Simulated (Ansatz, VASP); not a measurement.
## One calculation of Be, two programs

INCAR

```
PREC = Accurate
ENCUT = 600
EDIFF = 1E-7
ISMEAR = 0
SIGMA = 0.1
LREAL = F
LASPH = T
NELM = 60
ALGO = Normal
ISIF = 4
LWAVE = F
LCHARG = F
GGA = CA
IBRION = 2
NSW = 50
EDIFFG = -0.01
```

The input KPOINTS:

```
Automatic mesh
0
Gamma
  21 21 12
```

File POSCAR:

```
Be
1.0
    2.2037605033      0.0000000000      0.0000000000
   -1.1018802517      1.9085125798      0.0000000000
    0.0000000000      0.0000000000      3.4808122151
Be
2
Direct
    0.3333333333      0.6666666667      0.2500000000
    0.6666666667      0.3333333333      0.7500000000
```

Input for Ansatz:

```yaml
crystal:
  lattice:
    - [2.2037605033, 0.0, 0.0]
    - [-1.1018802517, 1.9085125798, 0.0]
    - [0.0, 0.0, 3.4808122151]
  atoms:
    - { symbol: Be, position: [0.3333333333, 0.6666666667, 0.25] }
    - { symbol: Be, position: [0.6666666667, 0.3333333333, 0.75] }
basis:
  ecutwfc: 420
kpoints:
  mp_grid: { grid: [21, 21, 12] }
hamiltonian:
  xc: lda
  pseudopotentials: { kind: paw }
scf:
  occupations: { method: gaussian, width: 0.1 }
output:
  forces: true
  stress: true
  eigenvalues: true
relax:
  adjacent_minimum: "off"
  f_tol: 0.01
  max_steps: 30
  cell: { stress_tol: 0.1, fix: [volume] }
```

Alike in both runs: task relaxation of shape and atoms at fixed volume; functional LDA; k mesh 21 × 21 × 12; occupations gaussian, width 0.1 eV; no spin polarisation.

|  | VASP | Ansatz |
| --- | --- | --- |
| version | VASP 6.6.1 | Ansatz 0.2.0 |
| potentials or method | VASP PAW LDA potentials, release 64 (Be) | scalar-relativistic, plane waves, PAW |
| plane-wave cutoff (eV) | 600 | 420 |
| valence electrons in the cell | 4 | 4 |

VASP gave:

* gap on the k mesh at the Fermi level, each at its own relaxed structure (eV): none
* relaxed volume (Å³/atom): 7.32
* relaxed cell length with the largest relative difference (Å): 3.484

Question: Estimate Ansatz's values.

Answer: gap on the k mesh at the Fermi level, each at its own relaxed structure (eV): none; relaxed volume (Å³/atom): 7.32; relaxed cell length with the largest relative difference (Å): 3.483.

A gap of «none» marks a metal or a gap that the smearing closes.
